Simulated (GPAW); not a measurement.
InSe:

```
In Se
1.0
     2.00000    1.15470    8.44000
    -2.00000    1.15470    8.44000
     0.00000   -2.30940    8.44000
In Se
2 2
Direct
  0.88860 0.88860 0.88860
  0.00000 0.00000 0.00000
  0.17190 0.17190 0.17190
  0.38350 0.38350 0.38350
```

Base run:

* Program: GPAW 26.7.0
* Functional: PBEsol
* Potentials or basis: PAW data sets generated in the run's folder for this functional
* Cutoff: 450 eV
* Basis: pw
* k mesh: 6 × 6 × 6
* Occupations: fermi-dirac, width 0.05 eV
* Spin: no spin polarisation

Its results: band gap on the k mesh 0.34 eV, direct; pressure -1.1 GPa; largest force 0.311 eV/Å.

Problem. The run is repeated on the same cell with these changes: functional from PBEsol to BLYP. What comes out?

Solution. Band gap on the k mesh 0.36 eV, direct; pressure 4.3 GPa; largest force 0.446 eV/Å.

BLYP binds less tightly than PBEsol, so the same cell stands under more pressure.

Caveats: the cutoff is short for stress and forces, so pressures can be off by a GPa or more; spin-orbit coupling is left out, which moves the levels of the heavy elements.

A k mesh can miss the band edges.

Not every run made on this cell is shown here.
